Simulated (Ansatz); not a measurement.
Wanted: the native input for an Ansatz 0.2.0 run.

| Quantity | Value |
| --- | --- |
| Task | single point |
| Functional | PBE |
| Potentials or basis | all-electron LAPW, scalar-relativistic |
| Cutoff | 195 eV (chosen from the basis error) |
| Basis error allowed | 0.002 eV/atom |
| k mesh | 3 × 3 × 3 |
| Occupations | fermi-dirac, width 0.02 eV |
| Spin | no spin polarisation |

Crystal: Si.

```
CELL_PARAMETERS angstrom
0.00000 2.72185 2.72185
2.72185 0.00000 2.72185
2.72185 2.72185 0.00000
ATOMIC_POSITIONS crystal
Si 0.50000 0.50000 0.50000
Si 0.75000 0.75000 0.75000
```

The input as run:

input.yaml

```yaml
crystal:
  lattice:
    - [0.0, 2.7218511865, 2.7218511865]
    - [2.7218511865, 0.0, 2.7218511865]
    - [2.7218511865, 2.7218511865, 0.0]
  atoms:
    - { symbol: Si, position: [0.5, 0.5, 0.5] }
    - { symbol: Si, position: [0.75, 0.75, 0.75] }
kpoints:
  mp_grid: { grid: [3, 3, 3] }
scf:
  occupations: { method: fermi_dirac, width: 0.02 }
hamiltonian:
  xc: pbe
  pseudopotentials: { kind: all_electron, lapw: { basis_error: 0.002 } }
output:
  forces: true
  stress: true
  eigenvalues: true
```

Potentials or basis: all-electron LAPW, scalar-relativistic.

Run with:

```bash
$ ansatz run input.yaml --threads 1 --pin off --max-ram 2560MiB --backend cpu --events-out ev --progress --plain --runs-dir out
```

It gave:

```json
{"Pressure": "3.3 GPa", "Band gap on the k mesh": "0.70 eV, indirect (least direct gap 2.51 eV)"}
```

Caveat: the k mesh is coarse (spacing up to 0.67 Å⁻¹), so the values aren't converged; an odd mesh through Γ misses points on the zone boundary, where band edges often lie.

Run time: 0.61 s on 1 thread of Arm Neoverse V2, on a shared host, peak memory 0.19 GiB.
